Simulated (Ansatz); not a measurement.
Pt: relaxation of cell and atoms with PBE+D4

Pt:

```
CELL_PARAMETERS angstrom
-1.58422 1.58422 1.58422
1.58422 -1.58422 1.58422
1.58422 1.58422 -1.58422
ATOMIC_POSITIONS crystal
Pt 0.00000 0.00000 0.00000
```

This isn't the form of Pt at room conditions, which is fcc.

```
Program             : Ansatz 0.2.0
Task                : relaxation of cell and atoms
Functional          : PBE
Dispersion          : D4
Potentials or basis : Ansatz PAW
Cutoff              : 420 eV (not typed: the program's choice for these potentials)
k mesh              : 12 × 12 × 12
Occupations         : fermi-dirac, width 0.05 eV
Spin                : no spin polarisation
```

| Property | Result |
| --- | --- |
| Relaxed volume | 15.37 Å³/atom |
| Relaxed cell | a = 2.713 Å, b = 2.713 Å, c = 2.713 Å, α = 109.47°, β = 109.47°, γ = 109.47° |
| Space group after relaxing (to 0.05 Å) | Im-3m (No. 229) |
| Energy gained by relaxing | 14.0 meV/atom |
| Ionic steps | 4 |
| Pressure after relaxing | 0.0 GPa |
| Band gap on the k mesh | none (metal or under the smearing width) |

Step by step:
```
step  energy change (eV)  largest force (eV/Å)  volume (Å³)
   1              0.0000                0.0000        15.90
   2             -0.0140                0.0000        15.45
   3             -0.0143                0.0000        15.37
   4             -0.0140                0.0000        15.37
```

Final structure:
```cif
data_structure
_symmetry_space_group_name_H-M 'P 1'
_symmetry_Int_Tables_number 1
_cell_length_a 2.7131
_cell_length_b 2.7131
_cell_length_c 2.7131
_cell_angle_alpha 109.471
_cell_angle_beta 109.471
_cell_angle_gamma 109.471
_cell_volume 15.37
loop_
_atom_site_label
_atom_site_type_symbol
_atom_site_fract_x
_atom_site_fract_y
_atom_site_fract_z
_atom_site_occupancy
Pt1 Pt 0.00000 0.00000 0.00000 1
```

Levels at points of the mesh, in eV from the Fermi level:
```csv
k point,band 5,band 6,band 7,band 8,band 9,band 10,band 11,band 12,band 13
"(0.00, 0.00, 0.00)",-9.72,-3.56,-3.56,-3.56,-0.97,-0.97,17.14,17.14,17.14
"(0.00, 0.00, -0.50)",-6.76,-5.05,-1.15,-0.63,0.24,1.19,6.62,13.34,16.17
"(-0.50, -0.50, -0.50)",-6.29,-6.29,0.64,0.64,0.64,7.81,7.81,7.81,13.28
```

It took 2.9 s on 2 threads of Arm Neoverse V2, on a shared host, peak memory 0.28 GiB.

Caveat: the plane-wave basis is chosen anew once the cell has moved, so the energies of steps on either side of that aren't comparable; pairwise dispersion overbinds metals, which lowers pressure and volume. The run has no spin-orbit coupling, so splittings on Pt are missing.
